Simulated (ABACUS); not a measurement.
Ag:

```
Ag
1.0
     0.00000    2.04275    2.04275
     2.04275    0.00000    2.04275
     2.04275    2.04275    0.00000
Ag
1
Direct
  0.00000 0.00000 0.00000
```

| Property | Result |
| --- | --- |
| Program | ABACUS 3.10.1 |
| Task | single point |
| Functional | PBE |
| Potentials or basis | PseudoDojo NC SR 0.4.1 PBE standard |
| Cutoff | 1361 eV |
| Density cutoff | 5442 eV |
| Basis | DZP LCAO (the cutoffs set its grid) |
| k mesh | 11 × 11 × 11 |
| Occupations | fermi-dirac, width 0.05 eV |
| Spin | no spin polarisation |

On this cell: pressure 5.2 GPa; band gap on the k mesh none (metal or under the smearing width).

The same run follows on a disturbed copy (cell strained at random at fixed volume):

```xyz
1
Lattice="-0.0062 2.0386 2.0672 2.0150 0.0469 2.0140 2.0856 2.0561 -0.0237" Properties=species:S:1:pos:R:3 pbc="T T T"
Ag    0.0358   -0.0156    0.0623
```

What does the disturbed cell give?

The energy (extrapolated to zero smearing) moves by +6.5 meV/atom; pressure 5.6 GPa; band gap on the k mesh none (metal or under the smearing width).

Stress tensor (GPa, compression positive):
```
 5.82 -1.89  1.56
-1.89  5.53 -0.91
 1.56 -0.91  5.46
```

Caveats: the atomic orbitals were generated for these runs and aren't a published set; the basis of atomic orbitals isn't converged, which shifts pressures, moduli and gaps.
